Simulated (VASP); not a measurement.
# BAs in VASP: relaxation of cell and atoms with PBEsol+D4

Aim: the relaxation of cell and atoms of BAs with PBEsol+D4.

Program: VASP 6.6.1. These are calculated values, not measurements. Logs are shortened: lines on timing, memory, paths and dates and some standing lists are left out, and cuts for length are marked.

## (1) Starting point

The cell holds a sheet with vacuum, 2 atoms: a = 3.380 Å, b = 3.380 Å, c = 16.000 Å, α = 90.00°, β = 90.00°, γ = 120.00°.

The cell was built by a generator and needn't be a form met in nature.

## (2) Relaxation of cell and atoms, PBEsol+D4

INCAR reads:

```
PREC = Accurate ; ENCUT = 600
EDIFF = 1E-6 ; ISMEAR = 0
SIGMA = 0.03 ; LREAL = F
LASPH = T ; NELM = 120
ALGO = Fast ; ISIF = 3
LWAVE = F ; LCHARG = F
GGA = PS ; IVDW = 13
IBRION = 2 ; NSW = 40
EDIFFG = -0.005 ; LATTICE_CONSTRAINTS = .TRUE. .TRUE. .FALSE.
```

KPOINTS reads:

```
regular mesh
0
Gamma
  12 12 1
```

POSCAR reads:

```
BAs
1.0
    3.3800000000      0.0000000000      0.0000000000
   -1.6900000000      2.9271658600      0.0000000000
    0.0000000000      0.0000000000     16.0000000000
B As
1 1
Direct
    0.3333330000      0.6666670000      0.5000000000
    0.6666670000      0.3333330000      0.5000000000
```

Potentials or basis: VASP PAW PBE potentials, release 64 (B, As).

Command:

```
> cat potpaw_PBE.64/B/POTCAR potpaw_PBE.64/As/POTCAR > POTCAR
> mpirun -np 1 vasp_std > vasp.out
```

OUTCAR:

```text
PREC = Accurate
   ENCUT = 600
   EDIFF = 1E-6
   ISMEAR = 0
   LREAL = F
   LASPH = T
   NELM = 120
   ISIF = 3
   GGA = PS
   IVDW = 13
   IBRION = 2
   NSW = 40
   EDIFFG = -0.005

 ion  position               nearest neighbor table
   1  0.333  0.667  0.500-   2 1.95   2 1.95   2 1.95
   2  0.667  0.333  0.500-   1 1.95   1 1.95   1 1.95

  LATTYP: Found a hexagonal cell.
 ALAT       =     3.3800000000
 C/A-ratio  =     4.7337278107

  Lattice vectors:

 A1 = (   3.3800000000,   0.0000000000,   0.0000000000)
 A2 = (  -1.6900000000,   2.9271658600,   0.0000000000)
 A3 = (   0.0000000000,   0.0000000000,  16.0000000000)

Analysis of symmetry for initial positions (statically):
=====================================================================
 Subroutine PRICEL returns:
 Original cell was already a primitive cell.

 Routine SETGRP: Setting up the symmetry group for a
 hexagonal supercell.

 Subroutine GETGRP returns: Found 12 space group operations
 (whereof 12 operations were pure point group operations)
 out of a pool of 24 trial point group operations.

The static configuration has the point symmetry D_3h.

Analysis of symmetry for dynamics (positions and initial velocities):
=====================================================================
 Subroutine PRICEL returns:
 Original cell was already a primitive cell.

 Routine SETGRP: Setting up the symmetry group for a
 hexagonal supercell.

 Subroutine GETGRP returns: Found 12 space group operations
 (whereof 12 operations were pure point group operations)
 out of a pool of 24 trial point group operations.

The dynamic configuration has the point symmetry D_3h.

 Subroutine INISYM returns: Found 12 space group operations
 (whereof 12 operations are pure point group operations),
 and found     1 'primitive' translations

----------------------------------------------------------------------------------------

                                     Primitive cell

  volume of cell :     158.3011

  direct lattice vectors                    reciprocal lattice vectors
     3.380000000  0.000000000  0.000000000     0.295857988  0.170813689  0.000000000
    -1.690000000  2.927165860  0.000000000     0.000000000  0.341627379  0.000000000
     0.000000000  0.000000000 16.000000000     0.000000000  0.000000000  0.062500000

  length of vectors
     3.380000000  3.379999996 16.000000000     0.341627378  0.341627379  0.062500000
[... 43 lines left out ...]
  0.416667 -0.000000  0.000000      6.000000
[... 11 lines left out ...]
  0.333333  0.250000  0.000000     12.000000
  0.333333  0.333333  0.000000      2.000000
   k-points           NKPTS =     19   k-points in BZ     NKDIM =     19   number of bands    NBANDS=      8
   number of dos      NEDOS =    301   number of ions     NIONS =      2
   total plane-waves  NPLWV = 100352
   dimension x,y,z NGX =    28 NGY =   28 NGZ =  128
   dimension x,y,z NGXF=    56 NGYF=   56 NGZF=  256
   ions per type =               1   1
   NGX,Y,Z   is equivalent  to a cutoff of  13.77, 13.77, 13.30 a.u.
   NGXF,Y,Z  is equivalent  to a cutoff of  27.54, 27.54, 26.60 a.u.
 SYSTEM =  unknown system
   PREC   = accura    normal or accurate (medium, high low for compatibility)
   ISTART =      0    job   : 0-new  1-cont  2-samecut
   ICHARG =      2    charge: 1-file 2-atom 10-const
   ISPIN  =      1    spin polarized calculation?
   LNONCOLLINEAR =      F non collinear calculations
   LSORBIT =      F    spin-orbit coupling
   LASPH  =      T    aspherical Exc in radial PAW
   ENCUT  =  600.0 eV  44.10 Ry    6.64 a.u.   6.75  6.75 31.96*2*pi/ulx,y,z
   NELM   =    120;   NELMIN=  2; NELMDL= -5     # of ELM steps
   EDIFF  = 0.1E-05   stopping-criterion for ELM
   LREAL  =      F    real-space projection
   EDIFFG = -.5E-02   stopping-criterion for IOM
   NSW    =     40    number of steps for IOM
   IBRION =      2    ionic relax: 0-MD 1-quasi-New 2-CG
   NFREE  =      1    steps in history (QN), initial steepest desc. (CG)
   ISIF   =      3    stress and relaxation
   ISYM   =      2    0-nonsym 1-usesym 2-fastsym
   POTIM  = 0.5000    time-step for ionic-motion
   TEBEG  =    0.0;   TEEND  =   0.0 temperature during run
   PSTRESS=    0.0 pullay stress
   NELECT =       8.0000    total number of electrons
   NUPDOWN=      -1.0000    fix difference up-down
   EMIN   =  10.00;   EMAX   =-10.00  energy-range for DOS
   EFERMI =   0.00;   METHOD = LEGACY
   ISMEAR =     0;   SIGMA  =   0.03  broadening in eV -4-tet -1-fermi 0-gaus
   EFERMI_NEDOS =   21; number of points for ismear=-14 and -15
   IALGO  =     68    algorithm
   IMIX   =      4    mixing-type and parameters
     AMIX     =   0.40;   BMIX     =  1.00
     AMIX_MAG =   1.60;   BMIX_MAG =  1.00
  volume/ion in A,a.u.               =      79.15       534.13
  Fermi-wavevector in a.u.,A,eV,Ry     =   0.605262  1.143780  4.984389  0.366342
  Thomas-Fermi vector in A             =   1.658921
   LORBIT       =      0    0 simple, 1 ext, 2 COOP (PROOUT), +10 PAW based schemes
   GGA     = PS    functional components
   LHFCALC =     F    Hartree Fock is set to
   AEXX    =    0.0000 exact exchange contribution
   IVDW    =    13    specifies the selected vdW correction
   LEPSILON=     F    determine dielectric tensor
   LRPA    =     F    only Hartree local field effects (RPA)
 conjugate gradient relaxation of ions
 non-spin polarized calculation
 RMM-DIIS sequential band-by-band and
 Gauss-broadening in eV      SIGMA  =   0.03
  energy-cutoff  :      600.00
  volume of cell :      158.30
 maximum number of plane-waves:      5302
 NGX is ok and might be reduce to    28
   NGX = 13   NGY = 13   NGZ = 63

--------------------------------------- Ionic step        1  -------------------------------------------

 number of electron       8.0000000 magnetization

 Free energy of the ion-electron system (eV)
  ---------------------------------------------------
  ext. energy  EPLUGINS =         0.00000000
  ---------------------------------------------------
  free energy    TOTEN  =       -11.25014712 eV

  energy without entropy =      -11.25014712  energy(sigma->0) =      -11.25014712

------------------------ aborting loop because EDIFF is reached ----------------------------------------

  DFT-D4 for vdW energy calculation

  Edisp (eV):   -0.14741
[... 71 lines left out ...]
--------------------------------------- Ionic step        3  -------------------------------------------

 number of electron       8.0000000 magnetization

 Free energy of the ion-electron system (eV)
  ---------------------------------------------------
  ext. energy  EPLUGINS =         0.00000000
  ---------------------------------------------------
  free energy    TOTEN  =       -11.25069866 eV

  energy without entropy =      -11.25069866  energy(sigma->0) =      -11.25069866

 E-fermi :  -2.9400     XC(G=0):  -2.6449

 val. band max:       -3.1013472632   @ k =   0.3333   0.3333   0.0000
 cond. band min:      -2.3641193429   @ k =   0.3333   0.3333   0.0000
 fundamental gap:      0.7372279203
 Fermi energy:        -2.9400211479

 k-point     1 :       0.0000    0.0000    0.0000
  band No.  band energies     occupation
      1     -17.0098      2.00000
      2      -7.1128      2.00000
      3      -4.5972      2.00000
      4      -4.5972      2.00000
      5       0.6210      0.00000
      6       0.9248      0.00000
      7       1.7450      0.00000
      8       1.7451      0.00000
[... 229 lines left out ...]
  FREE ENERGIE OF THE ION-ELECTRON SYSTEM (eV)
  ---------------------------------------------------
  free  energy   TOTEN  =       -11.3996142641 eV

  energy  without entropy=      -11.3996142641  energy(sigma->0) =      -11.39961426

 reached required accuracy - stopping structural energy minimisation
```

OSZICAR:

```text
N       E                     dE             d eps       ncg     rms          rms(c)
DAV:   1     0.477922771736E+02    0.47792E+02   -0.27429E+03   304   0.732E+02
DAV:   2    -0.841031246494E+01   -0.56203E+02   -0.50949E+02   488   0.101E+02
DAV:   3    -0.118699131284E+02   -0.34596E+01   -0.34596E+01   376   0.406E+01
[... 34 lines left out ...]
RMM:   3    -0.112507698914E+02    0.40005E-03   -0.14006E-03   305   0.245E-01    0.433E-02
RMM:   4    -0.112506905794E+02    0.79312E-04   -0.15884E-04   310   0.109E-01    0.142E-02
RMM:   5    -0.112506881420E+02    0.24374E-05   -0.43412E-05   313   0.529E-02    0.107E-02
RMM:   6    -0.112506977116E+02   -0.95696E-05   -0.93571E-06   305   0.246E-02    0.641E-03
RMM:   7    -0.112506986555E+02   -0.94389E-06   -0.21576E-06   233   0.122E-02
   3 F= -.11399614E+02 E0= -.11399614E+02  d E =-.205657E-02
```

Wall time 2.1 min (1 thread of Intel Xeon Platinum 8259CL at 2.50GHz (Skylake/Cascade Lake), shared host); peak memory 0.32 GiB.

Results:

```
Free energy                            : -11.3996 eV
Relaxed volume                         : 78.44 Å³/atom
Relaxed cell                           : a = 3.365 Å, b = 3.365 Å, c = 16.000 Å, α = 90.00°, β = 90.00°, γ = 120.00°
Space group after relaxing (to 0.05 Å) : P-6m2 (No. 187)
Energy gained by relaxing              : 1.0 meV/atom
Ionic steps                            : 3
Band gap on the k mesh                 : 0.74 eV, direct
Dispersion energy per atom             : -0.074 eV
```

The path:
| step | energy change (eV) | largest force (eV/Å) | pressure (GPa) | volume (Å³) |
| --- | --- | --- | --- | --- |
| 1 | 0.0000 | 0.0000 | -0.31 | 158.30 |
| 2 | 0.0025 | 0.0000 | 0.48 | 154.83 |
| 3 | -0.0021 | 0.0000 | 0.00 | 156.89 |

Final structure:
```xyz
2
Lattice="3.3649 0.0000 0.0000 -1.6824 2.9141 0.0000 0.0000 0.0000 16.0000" Properties=species:S:1:pos:R:3 pbc="T T T"
B     0.0000    1.9427    8.0000
As    1.6824    0.9714    8.0000
```

Levels at points of the mesh, in eV from the valence-band top:
| k point | band 2 | band 3 | band 4 | band 5 | band 6 | band 7 |
| --- | --- | --- | --- | --- | --- | --- |
| (0.00, 0.00, 0.00) | -4.01 | -1.50 | -1.50 | 3.72 | 4.03 | 4.85 |
| (0.50, 0.00, 0.00) | -8.27 | -3.61 | -1.07 | 1.42 | 2.52 | 7.58 |

Caveat: the PAW data sets were made with another functional, which shifts forces and pressure a little.
